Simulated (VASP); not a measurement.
# Cr (Cmcm) in VASP: notebook

Aim: see how the results for Cr move with the level of theory and the settings. Levels: PBEsol+D3, PBEsol+D3(BJ), PBEsol+D4, PBEsol+rVV10. Tasks: relaxation of cell and atoms.

All numbers are computed with VASP 6.6.1; they aren't measurements. Logs are shortened: lines on timing, memory, paths and dates and some standing lists are left out, and cuts for length are marked.

## (1) The crystal as given

It takes space group Cmcm (No. 63, orthorhombic). Conventional cell: a = 2.294 Å, b = 4.934 Å, c = 4.064 Å, α = 90.00°, β = 90.00°, γ = 90.00°. Cr (site symmetry m2m) has 8 Cr at 2.29 to 2.62 Å as nearest neighbours.

This isn't the form of Cr at room conditions, which is bcc.

## (2) Relaxation of cell and atoms, PBEsol+D3, collinear spin, ferromagnetic start

The input, INCAR:

```
SYSTEM = Cr
ALGO = Normal
EDIFF = 1E-6
EDIFFG = -0.02
ENCUT = 600
GGA = PS
IBRION = 2
ISIF = 3
ISMEAR = -1
ISPIN = 2
IVDW = 11
LASPH = .True.
LCHARG = .False.
LMAXMIX = 4
LORBIT = 11
LREAL = .False.
LWAVE = .False.
MAGMOM = 3 3
NELM = 100
NSW = 40
PREC = Accurate
SIGMA = 0.05
```

The input, KPOINTS:

```
k-points
0
Gamma
  10 10 5
  0 0 0
```

The input, POSCAR:

```
Cr
1.0
    1.1470505050     -2.4670251200      0.0000000000
    1.1470505050      2.4670251200      0.0000000000
    0.0000000000      0.0000000000      4.0643107400
Cr
2
Direct
    0.8705325800      0.1294674200      0.7500000000
    0.1294674200      0.8705325800      0.2500000000
```

Potentials or basis: VASP PAW PBE potentials, release 64 (Cr_pv).

Started as:

```
$ cat potpaw_PBE.64/Cr_pv/POTCAR > POTCAR
$ mpirun -np 1 vasp_std > vasp.out
```

OUTCAR:

```text
SYSTEM = Cr
   EDIFF = 1E-6
   EDIFFG = -0.02
   ENCUT = 600
   GGA = PS
   IBRION = 2
   ISIF = 3
   ISMEAR = -1
   ISPIN = 2
   IVDW = 11
   LASPH = .True.
   LORBIT = 11
   LREAL = .False.
   NELM = 100
   NSW = 40
   PREC = Accurate
 IVDW          = 11

 ion  position               nearest neighbor table
   1  0.871  0.129  0.750-   2 2.40   2 2.40   2 2.62   2 2.62   2 2.62   2 2.62
   2  0.129  0.871  0.250-   1 2.40   1 2.40   1 2.62   1 2.62   1 2.62   1 2.62

  LATTYP: Found a base centered orthorhombic cell.
 ALAT       =     2.2941010100
 B/A-ratio  =     2.1507554456
 C/A-ratio  =     1.7716354782

  Lattice vectors:

 A1 = (   1.1470505050,  -2.4670251200,   0.0000000000)
 A2 = (   1.1470505050,   2.4670251200,   0.0000000000)
 A3 = (   0.0000000000,   0.0000000000,   4.0643107400)

Analysis of symmetry for initial positions (statically):
=====================================================================
 Subroutine PRICEL returns:
 Original cell was already a primitive cell.

 Routine SETGRP: Setting up the symmetry group for a
 base centered orthorhombic supercell.

 Subroutine GETGRP returns: Found  8 space group operations
 (whereof  4 operations were pure point group operations)
 out of a pool of  8 trial point group operations.

The static configuration has the point symmetry C_2h.
 The point group associated with its full space group is D_2h.

Analysis of symmetry for dynamics (positions and initial velocities):
=====================================================================
 Subroutine PRICEL returns:
 Original cell was already a primitive cell.

 Routine SETGRP: Setting up the symmetry group for a
 base centered orthorhombic supercell.

 Subroutine GETGRP returns: Found  8 space group operations
 (whereof  4 operations were pure point group operations)
 out of a pool of  8 trial point group operations.

The dynamic configuration has the point symmetry C_2h.
 The point group associated with its full space group is D_2h.

Analysis of structural, dynamic, and magnetic symmetry:
=====================================================================
 Subroutine PRICEL returns:
 Original cell was already a primitive cell.

 Routine SETGRP: Setting up the symmetry group for a
 base centered orthorhombic supercell.

 Subroutine GETGRP returns: Found  8 space group operations
 (whereof  4 operations were pure point group operations)
 out of a pool of  8 trial point group operations.

The overall configuration has the point symmetry C_2h.
 The point group associated with its full space group is D_2h.

 Subroutine INISYM returns: Found  8 space group operations
 (whereof  4 operations are pure point group operations),
 and found     1 'primitive' translations

[... 113 lines left out ...]
     AMIX     =   0.40;   BMIX     =  1.00
     AMIX_MAG =   1.60;   BMIX_MAG =  1.00
  volume/ion in A,a.u.               =      11.50        77.61
  Fermi-wavevector in a.u.,A,eV,Ry     =   1.660431  3.137760 37.511698  2.757032
  Thomas-Fermi vector in A             =   2.747669
   LORBIT       =     11    0 simple, 1 ext, 2 COOP (PROOUT), +10 PAW based schemes
   GGA     = PS    functional components
   LHFCALC =     F    Hartree Fock is set to
   AEXX    =    0.0000 exact exchange contribution
   IVDW    =    11    specifies the selected vdW correction
   LEPSILON=     F    determine dielectric tensor
   LRPA    =     F    only Hartree local field effects (RPA)
 conjugate gradient relaxation of ions
 spin polarized calculation
  energy-cutoff  :      600.00
  volume of cell :       23.00
 maximum number of plane-waves:       785
 NGX is ok and might be reduce to    24
   NGX = 11   NGY = 11   NGZ = 17

--------------------------------------- Ionic step        1  -------------------------------------------

 number of electron      23.9999990 magnetization       0.0005996

 number of electron      23.9999990 magnetization      -0.0000082

 Free energy of the ion-electron system (eV)
  ---------------------------------------------------
  ext. energy  EPLUGINS =         0.00000000
  ---------------------------------------------------
  free energy    TOTEN  =       -19.82674202 eV

  energy without entropy =      -19.80251350  energy(sigma->0) =      -19.81462776

------------------------ aborting loop because EDIFF is reached ----------------------------------------

 Edisp (eV)   -0.65795

 E8    (eV) :    -0.4136
[... 109 lines left out ...]
  FREE ENERGIE OF THE ION-ELECTRON SYSTEM (eV)
  ---------------------------------------------------
  free  energy   TOTEN  =       -20.5112264676 eV

  energy  without entropy=      -20.4873246875  energy(sigma->0) =      -20.49927558

[... ionic steps 4 to 8 ...]

--------------------------------------- Ionic step        9  -------------------------------------------

 number of electron      24.0000001 magnetization      -0.0000170

 number of electron      24.0000001 magnetization       0.0000022
[... 81 lines left out ...]
 number of electron      24.0000002 magnetization       0.0000025

 number of electron      24.0000002 magnetization      -0.0000018

 Free energy of the ion-electron system (eV)
  ---------------------------------------------------
  ext. energy  EPLUGINS =         0.00000000
  ---------------------------------------------------
  free energy    TOTEN  =       -19.84118989 eV

  energy without entropy =      -19.81790937  energy(sigma->0) =      -19.82954963

 E-fermi :  11.3108     XC(G=0): -14.0292

 val. band max:       11.3086475088   @ k =  -0.2000   0.1000   0.0000
 cond. band min:      11.3180701808   @ k =   0.2000   0.1000   0.2000
 fundamental gap:      0.0094226719
 Fermi energy:        11.3108405685

 spin component 1

 k-point     1 :       0.0000    0.0000    0.0000
  band No.  band energies     occupation
      1     -32.0152      1.00000
      2     -31.3430      1.00000
      3     -31.1468      1.00000
      4     -31.0705      1.00000
      5     -30.8424      1.00000
      6     -30.7989      1.00000
[... 517 lines left out ...]
     18      18.6792      0.00000
     19      18.6868      0.00000

 [... further k-points ...]

 spin component 2

 k-point     1 :       0.0000    0.0000    0.0000
  band No.  band energies     occupation
      1     -32.0152      1.00000
      2     -31.3430      1.00000
      3     -31.1468      1.00000
      4     -31.0705      1.00000
      5     -30.8424      1.00000
      6     -30.7989      1.00000
[... 552 lines left out ...]
  FREE ENERGIE OF THE ION-ELECTRON SYSTEM (eV)
  ---------------------------------------------------
  free  energy   TOTEN  =       -20.5348015492 eV

  energy  without entropy=      -20.5115210325  energy(sigma->0) =      -20.52316129

 reached required accuracy - stopping structural energy minimisation

 total charge

# of ion       s       p       d       tot
------------------------------------------
    1        0.446   6.415   4.322  11.183
    2        0.446   6.415   4.322  11.183
--------------------------------------------------
tot          0.892  12.831   8.644  22.367

 magnetization (x)

# of ion       s       p       d       tot
------------------------------------------
    1        0.000  -0.000   0.000   0.000
    2        0.000  -0.000   0.000   0.000
--------------------------------------------------
tot          0.000  -0.000   0.000   0.000
```

CONTCAR:

```text
Cr
   1.00000000000000
     1.1218828805701477   -2.3843144322329035   -0.0000000000000000
     1.1218828805701477    2.3843144322329035    0.0000000000000000
     0.0000000000000000    0.0000000000000000    4.1578610829028726
  Cr
     2
Direct
     0.8580240427642950    0.1419759572357050    0.7500000000000000
     0.1419759572357050    0.8580240427642950    0.2500000000000000

  0.00000000E+00  0.00000000E+00  0.00000000E+00
  0.00000000E+00  0.00000000E+00  0.00000000E+00
```

Wall time 5.8 min (1 thread of Intel Xeon Platinum 8375C at 2.90GHz (Ice Lake), shared host); peak memory 0.23 GiB.

Results:

- Free energy: -20.5348 eV
- Relaxed volume: 11.12 Å³/atom
- Relaxed cell: a = 2.635 Å, b = 2.635 Å, c = 4.158 Å, α = 90.00°, β = 90.00°, γ = 129.60°
- Space group after relaxing (to 0.05 Å): Cmcm (No. 63)
- Energy gained by relaxing: 25.1 meV/atom
- Ionic steps: 11
- Pressure after relaxing: 0.0 GPa
- Largest force after relaxing: 0.008 eV/Å
- Band gap on the k mesh: none (metal or under the smearing width)
- Net moment: 0.00 μB per cell
- Valence electrons inside the program's atomic spheres: Cr 11.18
- Dispersion energy per atom: -0.347 eV

Forces in eV/Å, atoms in the order of the input:
```
Cr   0.000 -0.008  0.000
Cr   0.000  0.008  0.000
```

The path:
| step | energy change (eV) | largest force (eV/Å) | pressure (GPa) | volume (Å³) |
| --- | --- | --- | --- | --- |
| 1 | 0.0000 | 0.2143 | -8.56 | 23.00 |
| 2 | 0.0301 | 0.2526 | 17.57 | 21.01 |
| 3 | -0.0265 | 0.2303 | 0.82 | 22.17 |
| 4 | -0.0265 | 0.2309 | 1.12 | 22.15 |
| 5 | -0.0365 | 0.2126 | 0.80 | 22.17 |
| 6 | -0.0467 | 0.1224 | 0.58 | 22.19 |
| 7 | -0.0487 | 0.0483 | -1.52 | 22.37 |
| 8 | -0.0488 | 0.0554 | -1.37 | 22.35 |
| 9 | -0.0499 | 0.0103 | 0.25 | 22.22 |
| 10 | -0.0500 | 0.0036 | 0.15 | 22.23 |
| 11 | -0.0501 | 0.0076 | 0.05 | 22.24 |

Final structure:
```yaml
crystal:
  lattice:
    - [1.12188, -2.38431, 0.00000]
    - [1.12188, 2.38431, 0.00000]
    - [0.00000, 0.00000, 4.15786]
  atoms:
    - { symbol: Cr, position: [0.85802, 0.14198, 0.75000] }
    - { symbol: Cr, position: [0.14198, 0.85802, 0.25000] }
```

Caveat: the starting moments collapsed, and a magnetic state may lie lower; the PAW data sets were made with another functional, which shifts forces and pressure a little; pairwise dispersion overbinds metals, which lowers pressure and volume.

[end of part 1 of 2]
